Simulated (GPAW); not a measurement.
Crystal: TiC.

```xyz
2
Lattice="0.0000 2.1657 2.1657 2.1657 0.0000 2.1657 2.1657 2.1657 0.0000" Properties=species:S:1:pos:R:3 pbc="T T T"
Ti    0.0000    0.0000    0.0000
C     2.1657    2.1657    2.1657
```

The cell is a database's computed one.

| Quantity | Value |
| --- | --- |
| Program | GPAW 26.7.0 |
| Task | relaxation of cell and atoms |
| Functional | LDA |
| Potentials or basis | the program's PAW data sets (release 1.2.1) made for this functional |
| Cutoff | 800 eV |
| Basis | pw |
| k mesh | 11 × 11 × 11 |
| Occupations | fermi-dirac, width 0.05 eV |
| Spin | no spin polarisation |

At the start: pressure -11.8 GPa; volume 10.16 Å³/atom.

Q: How do energy, volume and symmetry change on relaxing?

A: Over 3 steps the energy falls by 15.8 meV/atom and the volume is 9.69 Å³/atom (-4.6 %); space group Fm-3m (No. 225, to 0.05 Å).

The path:
| step | energy change (eV) | largest force (eV/Å) | pressure (GPa) | volume (Å³) |
| --- | --- | --- | --- | --- |
| 1 | 0.0000 | 0.0000 | -11.84 | 20.32 |
| 2 | -0.0190 | 0.0000 | -7.93 | 19.99 |
| 3 | -0.0316 | 0.0000 | 0.41 | 19.38 |

Final structure:
```
CELL_PARAMETERS angstrom
0.00000 2.13192 2.13192
2.13192 0.00000 2.13192
2.13192 2.13192 0.00000
ATOMIC_POSITIONS crystal
Ti 0.00000 0.00000 0.00000
C 0.50000 0.50000 0.50000
```

Caveat: later steps reuse the first step's grids.
